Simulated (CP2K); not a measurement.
# Cu under changes of volume

One of the cells (11.458 Å³/atom); the others are scaled copies at fixed shape and fractional positions:

```
Cu
1.0
     2.46108    0.00000    0.00000
    -0.92224    2.28175    0.00000
    -0.76942   -1.14087    2.04042
Cu
1
Direct
  0.00000 0.00000 0.00000
```

This isn't the form of Cu at room conditions, which is fcc.

| Item | Value |
| --- | --- |
| Program | CP2K 2026.2 |
| Functional | PBE |
| Potentials or basis | POTENTIAL_UZH Cu GTH-PBE-q11; TZVP-MOLOPT-PBE-GTH basis |
| Density cutoff | 6123 eV |
| k mesh | 13 × 13 × 13 |
| Occupations | fermi-dirac, width 0.05 eV |
| Spin | no spin polarisation |

```tsv
volume (Å³/atom)	energy over the lowest point (meV/atom)	pressure (GPa)
10.771	?	?
11.000	55.21	17.5
11.229	33.48	13.1
11.458	17.72	9.1
11.687	7.29	5.6
11.916	1.60	2.5
12.146	0.00	0.0
```

Question: What does the run at 10.771 Å³/atom give?

Answer: Energy over the lowest point 83.63 meV/atom; pressure 22.4 GPa.

Worked out: A Birch-Murnaghan fit of order 3 (a polynomial in V^(-2/3)) to the other rows has its minimum at 12.12 Å³/atom with B0 = V·E''(V) = 137 GPa and B' = 5.6 at fixed shape and positions, which overstates the stiffness. It gives 83.77 meV/atom at 10.771 Å³/atom, against the run's 83.63, and -dE/dV = 22.6 GPa, against 22.4.

Energies are extrapolated to zero smearing.

Caveats: the basis of atomic orbitals isn't converged, which shifts pressures, moduli and gaps.
